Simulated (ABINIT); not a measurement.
The system is PtSe2 (Sudovikovite).

```
Pt Se
1.0
     3.72400    0.00000    0.00000
    -1.86200    3.22508    0.00000
     0.00000    0.00000    5.06200
Pt Se
1 2
Direct
  0.00000 0.00000 0.00000
  0.66667 0.33333 0.75000
  0.33333 0.66667 0.25000
```

Program: ABINIT 10.8.3 (patched build). Alike in all runs: task band structure; no spin polarisation; cell as given; k mesh 8 × 8 × 5; cutoff (eV) 544; smearing fermi-dirac 0.05 eV.

Question: Order these runs on this cell by their pressure, lowest first.
A. level PW91; potentials or basis JTH PAW PBE v2.0
B. level RPBE; potentials or basis JTH PAW PBE v2.0
C. level LDA; potentials or basis JTH PAW LDA v2.0
D. level WC; potentials or basis JTH PAW PBE v2.0

Answer: C (-0.1 GPa), D (3.4 GPa), A (7.9 GPa), B (10.3 GPa).

Caveats: the PAW data sets were made with another functional, which shifts forces and pressure a little (some runs).

Not every run made on this cell is shown here.
